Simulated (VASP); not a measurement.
# Si (Fd-3m) in VASP: further runs, part 2 of 2

VASP 6.6.1. The steps go on from the part before.

### Step 4. Single point, PBE (grid = ENCUT=350 dk=0.9 cell=2x2x2 ISMEAR=0 SIGMA=0.05 LREAL=Auto EDIFF=1e-06)

File INCAR:

```
PREC = Accurate
ENCUT = 350
EDIFF = 1E-6
ISMEAR = 0
SIGMA = 0.05
LREAL = Auto
LASPH = True
NELM = 120
ALGO = Fast
ISIF = 2
LWAVE = False
LCHARG = False
GGA = PE
NBANDS = 40
```

File KPOINTS:

```
regular mesh
0
Gamma
  2 2 2
```

File POSCAR:

```
Si
1.0
    0.0000000000      5.4437023730      5.4437023730
    5.4437023730      0.0000000000      5.4437023730
    5.4437023730      5.4437023730      0.0000000000
Si
16
Direct
    0.2500000000      0.2500000000      0.2500000000
    0.2500000000      0.2500000000      0.7500000000
    0.2500000000      0.7500000000      0.2500000000
    0.2500000000      0.7500000000      0.7500000000
    0.7500000000      0.2500000000      0.2500000000
    0.7500000000      0.2500000000      0.7500000000
    0.7500000000      0.7500000000      0.2500000000
    0.7500000000      0.7500000000      0.7500000000
    0.3750000000      0.3750000000      0.3750000000
    0.3750000000      0.3750000000      0.8750000000
    0.3750000000      0.8750000000      0.3750000000
    0.3750000000      0.8750000000      0.8750000000
    0.8750000000      0.3750000000      0.3750000000
    0.8750000000      0.3750000000      0.8750000000
    0.8750000000      0.8750000000      0.3750000000
    0.8750000000      0.8750000000      0.8750000000
```

Potentials or basis: VASP PAW PBE potentials, release 64 (Si).

Command:

```
$ cat potpaw_PBE.64/Si/POTCAR > POTCAR
$ mpirun -np 1 vasp_std > vasp.out
```

OUTCAR:

```text
PREC = Accurate
   ENCUT = 350
   EDIFF = 1E-6
   ISMEAR = 0
   LREAL = Auto
   LASPH = True
   NELM = 120
   ISIF = 2
   GGA = PE

 Found      3 irreducible k-points:

 Following reciprocal coordinates:
            Coordinates               Weight
  0.000000  0.000000  0.000000      1.000000
  0.500000  0.000000  0.000000      4.000000
  0.500000  0.500000  0.000000      3.000000
   k-points           NKPTS =      3   k-points in BZ     NKDIM =      3   number of bands    NBANDS=     40
   number of dos      NEDOS =    301   number of ions     NIONS =     16
   total plane-waves  NPLWV = 110592
   dimension x,y,z NGX =    48 NGY =   48 NGZ =   48
   dimension x,y,z NGXF=    96 NGYF=   96 NGZF=   96
   ions per type =              16
   NGX,Y,Z   is equivalent  to a cutoff of  10.37, 10.37, 10.37 a.u.
   NGXF,Y,Z  is equivalent  to a cutoff of  20.73, 20.73, 20.73 a.u.
 SYSTEM =  unknown system
   PREC   = accura    normal or accurate (medium, high low for compatibility)
   ISTART =      0    job   : 0-new  1-cont  2-samecut
   ICHARG =      2    charge: 1-file 2-atom 10-const
   ISPIN  =      1    spin polarized calculation?
   LNONCOLLINEAR =      F non collinear calculations
   LSORBIT =      F    spin-orbit coupling
   LASPH  =      T    aspherical Exc in radial PAW
   ENCUT  =  350.0 eV  25.72 Ry    5.07 a.u.  11.74 11.74 11.74*2*pi/ulx,y,z
   NELM   =    120;   NELMIN=  2; NELMDL= -5     # of ELM steps
   EDIFF  = 0.1E-05   stopping-criterion for ELM
   LREAL  =      T    real-space projection
   EDIFFG = 0.1E-04   stopping-criterion for IOM
   NSW    =      0    number of steps for IOM
   IBRION =     -1    ionic relax: 0-MD 1-quasi-New 2-CG
   NFREE  =      0    steps in history (QN), initial steepest desc. (CG)
   ISIF   =      2    stress and relaxation
   ISYM   =      2    0-nonsym 1-usesym 2-fastsym
   POTIM  = 0.5000    time-step for ionic-motion
   TEBEG  =    0.0;   TEEND  =   0.0 temperature during run
   PSTRESS=    0.0 pullay stress
   NELECT =      64.0000    total number of electrons
   NUPDOWN=      -1.0000    fix difference up-down
   EMIN   =  10.00;   EMAX   =-10.00  energy-range for DOS
   EFERMI =   0.00;   METHOD = LEGACY
   ISMEAR =     0;   SIGMA  =   0.05  broadening in eV -4-tet -1-fermi 0-gaus
   EFERMI_NEDOS =   21; number of points for ismear=-14 and -15
   IALGO  =     68    algorithm
   IMIX   =      4    mixing-type and parameters
     AMIX     =   0.40;   BMIX     =  1.00
     AMIX_MAG =   1.60;   BMIX_MAG =  1.00
  volume/ion in A,a.u.               =      20.16       136.08
  Fermi-wavevector in a.u.,A,eV,Ry     =   0.954766  1.804247 12.402783  0.911579
  Thomas-Fermi vector in A             =   2.083543
   LORBIT       =      0    0 simple, 1 ext, 2 COOP (PROOUT), +10 PAW based schemes
   GGA     = PE    functional components
   LHFCALC =     F    Hartree Fock is set to
   AEXX    =    0.0000 exact exchange contribution
   IVDW    =     0    specifies the selected vdW correction
   LEPSILON=     F    determine dielectric tensor
   LRPA    =     F    only Hartree local field effects (RPA)
 non-spin polarized calculation
 RMM-DIIS sequential band-by-band and
 Gauss-broadening in eV      SIGMA  =   0.05
  energy-cutoff  :      350.00
  volume of cell :      322.64
 maximum number of plane-waves:      4813
 NGX is ok and might be reduce to    48
   NGX = 23   NGY = 23   NGZ = 23

 number of electron      63.9999991 magnetization

 Free energy of the ion-electron system (eV)
  ---------------------------------------------------
  ext. energy  EPLUGINS =         0.00000000
  ---------------------------------------------------
  free energy    TOTEN  =       -85.27761006 eV

  energy without entropy =      -85.27761006  energy(sigma->0) =      -85.27761006

 E-fermi :   6.0337     XC(G=0):  -9.3541

 val. band max:        5.7986006224   @ k =   0.0000   0.0000   0.0000
 cond. band min:       6.5076187137   @ k =   0.0000   0.0000   0.0000
 fundamental gap:      0.7090180914
 Fermi energy:         6.0336987334

 k-point     1 :       0.0000    0.0000    0.0000
  band No.  band energies     occupation
      1      -6.1193      2.00000
      2      -3.8030      2.00000
      3      -3.8030      2.00000
      4      -3.8030      2.00000
      5      -3.8030      2.00000
      6      -1.9974      2.00000
[... 32 lines left out ...]
     39       7.3075      0.00000
     40       7.3075      0.00000

 k-point     2 :       0.5000    0.0000    0.0000
  band No.  band energies     occupation
      1      -5.3241      2.00000
      2      -5.3241      2.00000
      3      -3.4171      2.00000
      4      -3.4171      2.00000
      5      -3.4171      2.00000
      6      -3.4171      2.00000
[... 32 lines left out ...]
     39       7.7981      0.00000
     40       7.7981      0.00000

 k-point     3 :       0.5000    0.5000    0.0000
  band No.  band energies     occupation
      1      -5.0432      2.00000
      2      -5.0432      2.00000
      3      -4.0873      2.00000
      4      -4.0873      2.00000
      5      -4.0873      2.00000
      6      -4.0873      2.00000
[... 32 lines left out ...]
     39       8.9173      0.00000
     40       8.9173      0.00000

------------------------ aborting loop because EDIFF is reached ----------------------------------------

  FORCE on cell =-STRESS in cart. coord.  units (eV):
  Direction    XX          YY          ZZ          XY          YZ          ZX
  --------------------------------------------------------------------------------------
  -------------------------------------------------------------------------------------
  Total        3.7148737      3.7148737      3.7148737     -0.0000000      0.0000000      0.0000000
  in kB       18.4476702     18.4476702     18.4476702     -0.0000000      0.0000000      0.0000000
  external PRESSURE =      18.4476702 kB  Pullay stress =       0.0000000 kB

 VOLUME and BASIS-vectors are now :
 -----------------------------------------------------------------------------
  energy-cutoff  :      350.00
  volume of cell :      322.64
      direct lattice vectors                 reciprocal lattice vectors
     0.000000000  5.443702373  5.443702373    -0.091849254  0.091849254  0.091849254
     5.443702373  0.000000000  5.443702373     0.091849254 -0.091849254  0.091849254
     5.443702373  5.443702373  0.000000000     0.091849254  0.091849254 -0.091849254

 POSITION                                       TOTAL-FORCE (eV/Angst)
 -----------------------------------------------------------------------------------
      2.72185      2.72185      2.72185         0.000000      0.000000      0.000000
      5.44370      5.44370      2.72185         0.000000      0.000000      0.000000
      5.44370      2.72185      5.44370         0.000000      0.000000      0.000000
      8.16555      5.44370      5.44370         0.000000      0.000000      0.000000
      2.72185      5.44370      5.44370         0.000000      0.000000      0.000000
      5.44370      8.16555      5.44370         0.000000      0.000000      0.000000
[... 8 lines left out ...]
      6.80463      6.80463      9.52648        -0.000000     -0.000000     -0.000000
      9.52648      9.52648      9.52648        -0.000000     -0.000000     -0.000000
 -----------------------------------------------------------------------------------
    total drift:                               -0.000000      0.000000     -0.000000

  FREE ENERGIE OF THE ION-ELECTRON SYSTEM (eV)
  ---------------------------------------------------
  free  energy   TOTEN  =       -85.2776100588 eV

  energy  without entropy=      -85.2776100588  energy(sigma->0) =      -85.27761006
```

Wall time 42 s (1 thread of Intel Xeon Platinum 8488C (Sapphire Rapids), shared host); peak memory 0.29 GiB.

These settings aren't checked as converged: the numbers below hold their error.

Results:

```yaml
Free_energy: -85.2776 eV
Pressure: 1.8 GPa
Band_gap_on_the_k_mesh: 0.71 eV
```

Caveat: the k mesh is coarse (spacing up to 0.50 Å⁻¹), so the values aren't converged.

### Step 5. Single point, PBE (grid = ENCUT=350 dk=0.6 cell=2x2x2 ISMEAR=0 SIGMA=0.05 LREAL=Auto EDIFF=1e-06)

INCAR is that of step 4.

KPOINTS is that of step 4.

POSCAR is that of step 4.

Command:

```
$ cat potpaw_PBE.64/Si/POTCAR > POTCAR
$ mpirun -np 1 vasp_std > vasp.out
```

It took 32 s on 1 thread of Intel Xeon Platinum 8488C (Sapphire Rapids), shared host; peak memory 0.3 GiB.

These settings aren't checked as converged: the numbers below hold their error.

Results:

```yaml
Free_energy: -85.2776 eV
Pressure: 1.8 GPa
Band_gap_on_the_k_mesh: 0.71 eV
```

Caveat: the k mesh is coarse (spacing up to 0.50 Å⁻¹), so the values aren't converged.

### Step 6. Single point, PBE (grid = ENCUT=250 dk=0.45 cell=2x2x2 ISMEAR=0 SIGMA=0.05 LREAL=Auto EDIFF=1e-06)

INCAR: that of step 5 with these lines changed.

```diff
@@ -1,3 +1,3 @@
 PREC = Accurate
-ENCUT = 350
+ENCUT = 250
 EDIFF = 1E-6
```

File KPOINTS:

```
regular mesh
0
Gamma
  3 3 3
```

POSCAR is that of step 5.

Potentials or basis: VASP PAW PBE potentials, release 64 (Si).

Command:

```
$ cat potpaw_PBE.64/Si/POTCAR > POTCAR
$ mpirun -np 1 vasp_std > vasp.out
```

Run time: 26 s. Hardware: 1 thread of Intel Xeon Platinum 8488C (Sapphire Rapids), shared host; peak memory 0.22 GiB.

The run converged, but some of its settings lie outside the range that counts as converged, so its numbers aren't taken as properties of the crystal.

Results:

```yaml
Free_energy: -86.4310 eV
Band_gap_on_the_k_mesh: 0.73 eV
```

Caveat: the cutoff is under 1.25 times the usual one of these potentials, so pressure, stress and relaxed cells hold a basis-set (Pulay) error; an odd mesh through Γ misses points on the zone boundary, where band edges often lie.

### Step 7. For comparison

An earlier run on the cell as given: functional PBE; potentials or basis VASP PAW PBE potentials, release 64 (Si); cutoff 520 eV; k mesh 8 × 8 × 8; occupations fermi-dirac, width 0.05 eV; no spin polarisation.

- Pressure: 1.3 GPa
- Band gap on the k mesh: 0.63 eV, indirect (least direct gap 2.56 eV)
